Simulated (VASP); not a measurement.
A run of VASP 6.6.1 is set up as follows.

The input INCAR:

```
SYSTEM = NaCl
PREC = Accurate
ENCUT = 600
EDIFF = 1E-6
ISMEAR = 0
SIGMA = 0.02
LREAL = .False.
LASPH = .True.
NELM = 100
ALGO = Normal
ISIF = 3
LWAVE = .False.
LCHARG = .False.
GGA = PS
IBRION = 2
NSW = 100
EDIFFG = -0.002
PSTRESS = 320.0
```

KPOINTS

```
Automatic mesh
0
Gamma
  10 10 10
  0 0 0
```

POSCAR

```
NaCl
1.0
    2.9980557108      0.0000000000      0.0000000000
    0.0000000000      2.9980557108      0.0000000000
    0.0000000000      0.0000000000      2.9980557108
Na Cl
1 1
Direct
    0.0000000000      0.0000000000      0.0000000000
    0.5000000000      0.5000000000      0.5000000000
```

Potentials or basis: VASP PAW PBE potentials, release 64 (Na_pv, Cl).

The run is started by

```sh
$ cat potpaw_PBE.64/Na_pv/POTCAR potpaw_PBE.64/Cl/POTCAR > POTCAR
$ mpirun -np 1 vasp_std > vasp.out
```

Q: Estimate the band gap on the k mesh.

A: 4.71 eV, direct.

Q: What does it give for the relaxed volume?

A: 13.50 Å³/atom.

Q: Estimate the space group after relaxing (to 0.05 Å).

A: Pm-3m (No. 221).

Q: What does it give for the relaxed cell?

A: a = 3.000 Å, b = 3.000 Å, c = 3.000 Å, α = 90.00°, β = 90.00°, γ = 90.00°.

Final structure:
```yaml
crystal:
  lattice:
    - [3.00025, 0.00000, 0.00000]
    - [0.00000, 3.00025, 0.00000]
    - [0.00000, 0.00000, 3.00025]
  atoms:
    - { symbol: Na, position: [0.00000, 0.00000, 0.00000] }
    - { symbol: Cl, position: [0.50000, 0.50000, 0.50000] }
```

Caveat: the cell is relaxed towards a set pressure, so the enthalpy falls and the energy may rise; the PAW data sets were made with another functional, which shifts forces and pressure a little. A k mesh can miss the band edges.
